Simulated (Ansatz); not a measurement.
Starting cell, GeO2 (alpha-quartz type, space group P3_121):

```
GeO2
1.0
    5.09349     0.00000     0.00000
   -2.54674     4.41109     0.00000
    0.00000     0.00000     5.76775
Ge O
3 6
Direct
  0.45565   0.00000   0.83333
  0.00000   0.45565   0.16667
  0.54435   0.54435   0.50000
  0.39740   0.29816   0.74186
  0.70184   0.09924   0.07519
  0.90076   0.60260   0.40853
  0.09924   0.70184   0.92481
  0.29816   0.39740   0.25814
  0.60260   0.90076   0.59147
```

The atoms are displaced by Q × the pattern below (from a DFPT mode at Γ, largest move 1; Q in Å), at fixed cell. It is one choice among 2 degenerate patterns.

```tsv
atom	x	y	z
Ge1	0.142	0.000	0.000
Ge2	-0.100	-0.140	-0.056
Ge3	-0.100	0.140	0.056
O4	0.559	0.537	0.474
O5	-0.013	-0.260	0.177
O6	-0.417	0.634	-0.651
O7	0.559	-0.537	-0.474
O8	-0.417	-0.634	0.651
O9	-0.013	0.260	-0.177
```

These are PBE (plane waves to 420 eV, PAW, scalar-relativistic; Ansatz, a program for electronic structure) values and carry that method's errors. k mesh 8×8×6 (Γ-centred), Fermi-Dirac smearing 0.05 eV. E stands for the smeared free energy. GeO2 was relaxed with its symmetry unable to fall. ΔE is measured from the undisplaced structure.

```tsv
Q (Å)	ΔE (meV/cell)
-0.100	15.8
-0.067	6.9
-0.033	1.7
0.000	0.0
0.033	1.7
0.067	6.8
0.100	15.5
```

### Question
Which DFPT wavenumber at Γ belongs to this mode?
(A) 318 cm⁻¹
(B) 886 cm⁻¹
(C) 805 cm⁻¹
(D) 110 cm⁻¹

### Answer
D, 110 cm⁻¹. The curvature of the scan gives 110 cm⁻¹

(For displaced atoms, the force is minus the slope of the energy, and its curvature is a force constant, which sets phonon frequencies.)
